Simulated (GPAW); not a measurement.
GaN:

```
Ga N
1.0
     0.00000    2.25350    2.25350
     2.25350    0.00000    2.25350
     2.25350    2.25350    0.00000
Ga N
1 1
Direct
  0.00000 0.00000 0.00000
  0.75000 0.75000 0.75000
```

The cell is a database's computed one.

Base run:

```yaml
Program: GPAW 26.7.0
Functional: optPBE-vdW
Potentials_or_basis: GPAW PAW data sets (gpaw-data 1.2.1)
Cutoff: 800 eV
Basis: pw
k_mesh: 10 × 10 × 10
Occupations: fermi-dirac, width 0.05 eV
Spin: spin-orbit coupling, no magnetisation
```

Its results: band gap on the k mesh 1.94 eV, direct.

Task: The run is repeated on the same cell with these changes: functional from optPBE-vdW to vdW-DF-cx. What comes out?

Result: Band gap on the k mesh 1.86 eV, direct.

Caveats: spin-orbit coupling was added after a scalar SCF, so levels and gaps hold it while energy, forces, pressure and moments don't; this program's spin-orbit splittings come out too wide for heavy elements.

Not every run made on this cell is shown here.
